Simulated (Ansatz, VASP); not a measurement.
# TiC: VASP beside Ansatz

```xyz
2
Lattice="0.0000 2.1660 2.1660 2.1660 0.0000 2.1660 2.1660 2.1660 0.0000" Properties=species:S:1:pos:R:3 pbc="T T T"
Ti    2.1660    2.1660    2.1660
C     0.0000    0.0000    0.0000
```

Change from the starting cell: the structure that the rattled cell fell into.

Alike in both runs: functional PBE; k mesh 6 × 6 × 6; occupations gaussian, width 0.1 eV; no spin polarisation.

Ansatz relaxed the structure, and its values are those at the end. VASP's run is a single point on that final structure, the one shown.

|  | VASP | Ansatz |
| --- | --- | --- |
| version | VASP 6.6.1 | Ansatz 0.2.0 |
| potentials or method | VASP PAW PBE potentials, release 64 (Ti_sv, C) | scalar-relativistic, plane waves, PAW |
| plane-wave cutoff (eV) | 520 | 420 |
| valence electrons in the cell | 16 | 16 |

```tsv
	VASP	Ansatz	Ansatz less VASP
gap on the k mesh at the Fermi level (eV)	none	none	-
pressure (GPa)	0.3	0.2	-0.11
```

A gap of «none» marks a metal or a gap that the smearing closes.

Caveats: the k mesh is coarse (spacing up to 0.42 Å⁻¹), so the values aren't converged.
